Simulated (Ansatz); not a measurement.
## MgS: excitons and shallow donors from band masses and screening

Method: Ansatz, DFT PBEsol, scalar-relativistic, plane waves, PAW.

Settings: cutoff 420 eV, Γ-centred mesh 8×8×8 on the computed 2-atom cell, Gaussian smearing of 0.02 eV; no spin polarisation.

Relaxed cell: Fm-3m, a = 5.182 Å, b = 5.182 Å, c = 5.182 Å, α = 90.00°, β = 90.00°, γ = 90.00°, 2 atoms in the primitive cell.

The calculation gives a Kohn–Sham gap of 2.73 eV, an electron mass of 0.341 mₑ and a hole mass of 0.48 mₑ (harmonic means over x, y, z and over the bands degenerate at each edge), and ε∞ = 6.08 (independent particles, mean of the diagonal).

**Question.** Estimate the binding energy and radius of a Wannier–Mott exciton and of a shallow donor, and say whether the hydrogenic model can hold.

**Answer.** The reduced mass is μ = mₙmₕ/(mₙ + mₕ) = 0.199 mₑ, with mₙ and mₕ the band masses. With E_b = 13.606 eV × μ/ε² and a = 0.529 Å × ε/μ (μ in mₑ) the exciton has E_b = 73 meV and a = 16.1 Å. For a donor μ is the electron mass: 126 meV and 9.4 Å. The exciton's radius is 4 times the shortest lattice vector (3.66 Å), so the continuum picture is reasonable. In a polar crystal the ions screen too, so a state bound more weakly than an optical phonon feels the larger static constant, which lowers the energy and widens the orbit. The other way, the small Kohn–Sham gap and the missing local fields make ε∞ too large and the masses tend to be too light, which underbinds. The edges lie at different points of the zone, so the exciton is indirect.

Cost: 4 runs of about 0.44 core-minutes in all, on Arm Neoverse V1 (shared hosts).